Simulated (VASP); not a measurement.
Runs of VASP 6.6.1 on TePb. The structure is cubic, space group Fm-3m (No. 225). Conventional cell: a = 6.462 Å, b = 6.462 Å, c = 6.462 Å, α = 90.00°, β = 90.00°, γ = 90.00°. Pb (site symmetry m-3m) has 6 Te at 3.23 Å as nearest neighbours. Te (site symmetry m-3m) is surrounded by 6 Pb at 3.23 Å. 

```csv
task,level,potentials or basis,spin,cell,k mesh,cutoff (eV),smearing,grid for exact exchange (PRECFOCK),exchange at q = 0,ladder,cutoff of the response function,frequency points,mesh quality,pressure (GPa),relaxed volume (Å³/atom)
relaxation of cell and atoms,RPBE+D4,"VASP PAW PBE potentials, release 64 (Pb_d, Te)",off,relaxed,7 × 7 × 7,600,fermi-dirac 0.05 eV,-,-,-,-,-,not flagged,0.0,33.69
single point,PBE0,"VASP PAW PBE potentials, release 64 (Pb_d, Te)","SOC, no magnetisation",as given,3 × 3 × 3,520,fermi-dirac 0.05 eV,Fast,truncated,-,-,-,coarse,(b),-
relaxation of cell and atoms,BEEF-vdW,"VASP PAW PBE potentials, release 64 (Pb_d, Te)",off,relaxed,7 × 7 × 7,600,fermi-dirac 0.05 eV,-,-,-,-,-,not flagged,0.0,36.52
band structure,MS2,"VASP PAW PBE potentials, release 64 (Pb_d, Te)",off,as given,7 × 7 × 7,520,fermi-dirac 0.05 eV,-,-,-,-,-,not flagged,-0.2,-
relaxation of cell and atoms,revPBE+D4,"VASP PAW PBE potentials, release 64 (Pb_d, Te)",off,relaxed,7 × 7 × 7,600,fermi-dirac 0.05 eV,-,-,-,-,-,not flagged,0.0,33.88
relaxation of cell and atoms,RPBE+D3(BJ),"VASP PAW PBE potentials, release 64 (Pb_d, Te)",off,relaxed,7 × 7 × 7,600,fermi-dirac 0.05 eV,-,-,-,-,-,not flagged,0.0,(a)
relaxation of cell and atoms,PW91,"VASP PAW PBE potentials, release 64 (Pb_d, Te)",off,relaxed,7 × 7 × 7,600,fermi-dirac 0.05 eV,-,-,-,-,-,not flagged,0.0,35.36
band structure,LDA,"VASP PAW LDA potentials, release 64 (Pb_d, Te)",off,as given,7 × 7 × 7,520,fermi-dirac 0.05 eV,-,-,-,-,-,not flagged,-1.6,-
```

Q: Estimate the missing entries.

A: (a) 26.96; (b) 0.6.

Caveats: some runs use coarse meshes; the PAW data sets were made with another functional, which shifts forces and pressure a little (some runs); the volume moved by over 15 % at a fixed basis, so the end points are rough (some runs).

Not every run made on this cell is shown here.
